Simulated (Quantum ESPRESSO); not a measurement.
## TiB2 in Quantum ESPRESSO: the effect of functional

Crystal: TiB2.

```
Ti B
1.0
     3.02920    0.00000    0.00000
    -1.51460    2.62336    0.00000
     0.00000    0.00000    3.22840
Ti B
1 2
Direct
  0.00000 0.00000 0.00000
  0.66667 0.33333 0.50000
  0.33333 0.66667 0.50000
```

Alike in all runs:

```yaml
Program: Quantum ESPRESSO 7.5
Task: phonons
Cutoff: 612 eV
Density_cutoff: 4898 eV
k_mesh: 8 × 8 × 7
Occupations: cold, width 0.2 eV
Spin: no spin polarisation
```

Each run relaxes the cell or the atoms first.

Task: One run gave: relaxed volume 8.19 Å³/atom; highest phonon frequency 920 cm⁻¹. Which functional did it use?
A. LDA
B. revPBE
C. vdW-DF-cx
D. PBE
E. PBEsol

Result: A.

| functional | potentials or basis | relaxed volume (Å³/atom) | highest phonon frequency (cm⁻¹) |
| --- | --- | --- | --- |
| PBE | GBRV 1.5 PBE | 8.55 | 883 |
| LDA | GBRV 1.5 LDA | 8.19 | 920 |
| PBEsol | GBRV 1.5 PBEsol | 8.37 | 907 |
| revPBE | GBRV 1.5 PBE | 8.63 | 875 |
| WC | GBRV 1.5 PBE | 8.38 | 900 |
| PW91 | GBRV 1.5 PBE | 8.55 | 880 |
| vdW-DF-cx | GBRV 1.5 PBE | 8.41 | 900 |

Caveats: the mesh is thin for the phonons of a metal; the potentials were made for another functional, which shifts forces and pressure (some runs); before the sum rule the acoustic modes lie tens of cm⁻¹ from zero, a sign that the density grid also shifts the optical modes (some runs).

Not every run made on this cell is shown here.
